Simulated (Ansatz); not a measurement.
# Al in Ansatz: convergence with k mesh

The system is Al.

```
CELL_PARAMETERS angstrom
2.72314 0.02266 0.02199
0.02266 2.75688 0.04783
0.02199 0.04783 2.68691
ATOMIC_POSITIONS crystal
Al 0.01017 0.97987 0.00353
```

The cell isn't the ideal one: cell strained at random at fixed volume.

* Program: Ansatz 0.2.0
* Task: convergence study
* Functional: PBE
* Potentials or basis: Ansatz PAW
* Cutoff: 420 eV (not typed: the program's choice for these potentials)
* k mesh: 3 × 3 × 3
* Occupations: fermi-dirac, width 0.1 eV
* Spin: no spin polarisation

These are the settings of the first run; the series varies k mesh, with any setting tied to it.

Hardware: 2 threads of Arm Neoverse V2 (shared host).

Q: The values tried are 3 × 3 × 3, 4 × 4 × 4, 5 × 5 × 5, 6 × 6 × 6, 7 × 7 × 7, 9 × 9 × 9, 11 × 11 × 11, 13 × 13 × 13, 16 × 16 × 16, loosest first. From which on does the pressure stay within 0.1 GPa of the tightest run that finished?

A: From 13 × 13 × 13 on.

| k mesh | energy less the tightest run, at zero smearing (meV/atom) | pressure (GPa) | SCF cycles | CPU time (s) | peak memory (GiB) |
| --- | --- | --- | --- | --- | --- |
| 3 × 3 × 3 | 440.47 | 0.90 | 6 | 0.29 | 0.22 |
| 4 × 4 × 4 | -92.54 | 0.57 | 6 | 0.41 | 0.23 |
| 5 × 5 × 5 | -41.92 | -0.17 | 6 | 0.56 | 0.23 |
| 6 × 6 × 6 | 72.94 | 0.53 | 6 | 0.81 | 0.24 |
| 7 × 7 × 7 | -14.05 | -0.13 | 6 | 1.1 | 0.26 |
| 9 × 9 × 9 | 10.87 | 0.02 | 6 | 2.2 | 0.3 |
| 11 × 11 × 11 | -9.74 | -0.01 | 6 | 3.8 | 0.36 |
| 13 × 13 × 13 | 2.39 | 0.02 | 6 | 6.3 | 0.43 |
| 16 × 16 × 16 | 0.00 | 0.09 | 6 | 12 | 0.58 |

Not settled before the last step: the energy (to 1 meV/atom). Meshes of other sizes hit other points, so gaps and Fermi surfaces needn't settle smoothly. The tightest run that finished is the yardstick and may itself not be fully converged.
